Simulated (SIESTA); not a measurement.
The system is CoO.

```xyz
2
Lattice="0.0000 2.1315 2.1315 2.1315 0.0000 2.1315 2.1315 2.1315 0.0000" Properties=species:S:1:pos:R:3 pbc="T T T"
Co    0.0000    0.0000    0.0000
O     2.1315    2.1315    2.1315
```

Base run:

* Program: SIESTA 5.4.2
* Functional: LDA
* Potentials or basis: PseudoDojo 0.4 standard (LDA files)
* Basis: DZP (energy shift 0.003 Ry; two zetas on semicore shells)
* Grid cutoff: 800 Ry
* Energy shift: 0.003 Ry
* k mesh: 8 × 8 × 8
* Occupations: fermi-dirac, width 0.05 eV
* Spin: collinear spin, ferromagnetic start
* Starting moments: [2.0, 0.0] μB

Its results: band gap on the k mesh none (metal or under the smearing width); pressure -18.6 GPa; net moment 2.85 μB per cell; site moments Co +2.49; O +0.36 μB.

Q: The run is repeated on the same cell with these changes: functional from LDA to PBEsol; potentials or basis from PseudoDojo 0.4 standard (LDA files) to PseudoDojo 0.4 standard (PBEsol files). What comes out?

A: Band gap on the k mesh none (metal or under the smearing width); pressure -10.2 GPa; net moment 2.96 μB per cell; site moments Co +2.59; O +0.37 μB.

Caveats: short orbitals over semicore shells can move pressures by several GPa; the basis of atomic orbitals isn't converged, which shifts pressures, moduli and gaps; a cell with one magnetic atom can't hold antiferromagnetic order, which such compounds often take; semilocal functionals often make such compounds metallic where correlation or magnetic order opens a gap, which also shifts bond lengths; so large a pressure means that the cell lies far from this level's equilibrium, or that cutoff or potentials fall short (some runs).
